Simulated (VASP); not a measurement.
Here is a VASP 6.6.1 calculation.

Contents of INCAR:

```
ALGO = Normal ; EDIFF = 1E-7
ENCUT = 520 ; GGA = PE
ISIF = 2 ; ISMEAR = -1
LASPH = T ; LCHARG = F
LREAL = F ; LWAVE = F
NBANDS = 16 ; NELM = 100
PREC = Accurate ; SIGMA = 0.02
```

The input KPOINTS:

```
k-points
0
Gamma
  6 6 6
```

POSCAR

```
CdTe
1.0
    3.7610754505      0.0000000000      0.0000000000
    0.0000000000      3.7610754505      0.0000000000
    0.0000000000      0.0000000000      3.7610754505
Cd Te
1 1
Direct
    0.0000000000      0.0000000000      0.0000000000
    0.5000000000      0.5000000000      0.5000000000
```

Potentials or basis: VASP PAW PBE potentials, release 64 (Cd, Te).

The run is started by

```bash
$ cat potpaw_PBE.64/Cd/POTCAR potpaw_PBE.64/Te/POTCAR > POTCAR
$ mpirun -np 1 vasp_std > vasp.out
```

Predict the band gap on the k mesh.

none (metal or under the smearing width).

Predict the pressure.

0.8 GPa.

The run has no spin-orbit coupling, so splittings on Te are missing.
